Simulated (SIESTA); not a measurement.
**ZnS (Wurtzite-4H): band structure with LDA**

**Measured values to compare with.**

A printed reference work, monograph reports, for a bulk crystal of ZnS at 4 K: band gap 3.911 eV (direct).

The system is ZnS (Wurtzite-4H).

```
CELL_PARAMETERS angstrom
3.82270 0.00000 0.00000
-1.91135 3.31056 0.00000
0.00000 0.00000 12.52000
ATOMIC_POSITIONS crystal
Zn 0.66667 0.33333 0.75000
Zn 0.33333 0.66667 0.25000
Zn 0.00000 0.00000 0.50000
Zn 0.00000 0.00000 0.00000
S 0.66667 0.33333 0.93750
S 0.33333 0.66667 0.43750
S 0.00000 0.00000 0.68750
S 0.00000 0.00000 0.18750
```

- Program: SIESTA 5.4.2
- Task: band structure
- Functional: LDA
- Potentials or basis: PseudoDojo 0.4 standard (LDA files)
- Basis: DZP (energy shift 0.003 Ry; two zetas on semicore shells)
- Grid cutoff: 800 Ry
- Energy shift: 0.003 Ry
- k mesh: 8 × 8 × 3
- Occupations: fermi-dirac, width 0.05 eV
- Spin: no spin polarisation

The pressure is -4.0 GPa, the largest force is 0.027 eV/Å and the band gap on the k mesh is 2.27 eV, direct. The band gap along the path is 2.27 eV, direct.

Forces on the atoms (eV/Å):
```
Zn   0.000  0.000  0.005
Zn   0.000  0.000  0.005
Zn   0.000  0.000  0.004
Zn   0.000  0.000  0.004
S    0.000  0.000  0.016
S    0.000  0.000  0.016
S    0.000  0.000 -0.027
S    0.000  0.000 -0.027
```

Stress tensor (GPa, compression positive):
```
-3.91  0.00  0.00
 0.00 -3.91  0.00
 0.00  0.00 -4.20
```

Levels at the corners of the path, in eV from the valence-band top:
```tsv
point	band 48	band 49	band 50	band 51	band 52	band 53	band 54	band 55	band 56	band 57
Γ	-0.45	-0.45	-0.03	0.00	0.00	2.27	3.34	3.53	3.80	6.32
M	-1.59	-1.58	-1.56	-1.10	-0.87	3.41	3.45	3.85	4.45	5.00
K	-2.49	-2.30	-1.75	-1.75	-1.31	4.68	5.02	5.02	5.37	5.37
Γ	-0.45	-0.45	-0.03	0.00	0.00	2.27	3.34	3.53	3.80	6.32
A	-0.75	-0.14	-0.14	-0.14	-0.14	3.16	3.16	3.47	3.47	6.32
L	-2.02	-1.51	-1.51	-1.10	-1.10	3.77	3.77	4.18	4.18	4.81
H	-2.75	-1.80	-1.80	-1.60	-1.60	4.46	4.46	5.40	5.40	6.34
A	-0.75	-0.14	-0.14	-0.14	-0.14	3.16	3.16	3.47	3.47	6.32
L	-2.02	-1.51	-1.51	-1.10	-1.10	3.77	3.77	4.18	4.18	4.81
M	-1.59	-1.58	-1.56	-1.10	-0.87	3.41	3.45	3.85	4.45	5.00
K	-2.49	-2.30	-1.75	-1.75	-1.31	4.68	5.02	5.02	5.37	5.37
H	-2.75	-1.80	-1.80	-1.60	-1.60	4.46	4.46	5.40	5.40	6.34
```

It took 64 s on 1 thread of Arm Neoverse V2, with other jobs on the host, peak memory 0.45 GiB.

A measured gap of ZnS is 3.911 eV (direct; 4 K; a printed reference work, monograph); the calculated 2.27 eV misses it by -1.64 eV. The value is that of LDA in an atomic basis (PseudoDojo 0.4 standard (LDA files), DZP (energy shift 0.003 Ry; two zetas on semicore shells)), whose error adds to the functional's,, without temperature or zero-point motion. Semilocal functionals fall short of measured gaps as a rule.

Caveat: short orbitals over semicore shells can move pressures by several GPa; the valence orbitals were made in a potential fitted to the semicore shell under them, which widens gaps by tenths of an eV or more; the basis of atomic orbitals isn't converged, which shifts pressures, moduli and gaps.
